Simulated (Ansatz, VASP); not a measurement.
## One calculation of Mn, two programs

```xyz
2
Lattice="3.6155 0.0000 0.0000 -1.8078 3.1311 0.0000 0.0000 0.0000 2.3528" Properties=species:S:1:pos:R:3 pbc="T T T"
Mn    0.0000    2.0874    0.0000
Mn    1.8078    1.0437    0.0000
```

Alike in both runs: task relaxation of cell and atoms; functional PBEsol; k mesh 18 × 18 × 24; occupations gaussian, width 0.1 eV; no spin polarisation.

```csv
,VASP,Ansatz
version,VASP 6.6.1,Ansatz 0.2.0
potentials or method,"VASP PAW PBE potentials, release 64 (Mn_pv)","scalar-relativistic, plane waves, PAW"
plane-wave cutoff (eV),600,420
valence electrons in the cell,26,30
```

|  | VASP | Ansatz | Ansatz less VASP |
| --- | --- | --- | --- |
| gap on the k mesh at the Fermi level, each at its own relaxed structure (eV) | none | none | - |
| relaxed volume (Å³/atom) | 13.37 | 13.32 | -0.052 |
| relaxed cell length with the largest relative difference (Å) | 3.620 | 3.608 | -0.0120 |

A gap of «none» marks a metal or a gap that the smearing closes. The two sets of potentials don't hold the same shells in valence.

Caveats: the PAW data sets were made with another functional, which shifts forces and pressure a little (VASP); the run has no spin polarisation, though such a crystal can be magnetic. Spin polarisation is off, so any magnetic state and its effect on volume and gap are missing.
